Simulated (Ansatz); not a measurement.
Runs of Ansatz 0.2.0 on P. It takes space group Cmce (No. 64, orthorhombic). Conventional cell: a = 3.295 Å, b = 10.930 Å, c = 4.544 Å, α = 90.00°, β = 90.00°, γ = 90.00°. P (site symmetry m) has 3 P at 2.20 to 2.25 Å as nearest neighbours. 

```tsv
potentials or basis	cutoff (eV)	gap on the mesh (eV)	pressure (GPa)	relaxed volume (Å³/atom)	largest force (eV/Å)
Ansatz PAW earlier set	510	(b)	0.0	21.30	-
SPMS NC	463	0.12	0.0	21.24	-
Ansatz PAW	420	0.12	0.0	21.25	-
Ansatz PAW earlier set	600	(a)	0.0	21.30	0.01
JTH PAW	840	0.15	0.0	21.32	-
PseudoDojo standard (PBE files)	599	0.12	0.0	21.29	0.01
PseudoDojo stringent (PBE files)	599	0.12	0.0	21.29	0.01
Ansatz NC	599	0.12	0.0	21.28	0.01
```

Alike in all rows: task relaxation of cell and atoms; level PBE; no spin polarisation; cell relaxed; k mesh 8 × 8 × 6; smearing fermi-dirac 0.05 eV.

Estimate the missing entries.

(a) 0.13; (b) 0.14.

Caveats: the plane-wave basis is chosen anew once the cell has moved, so the energies of steps on either side of that aren't comparable.

A k mesh can miss the band edges.
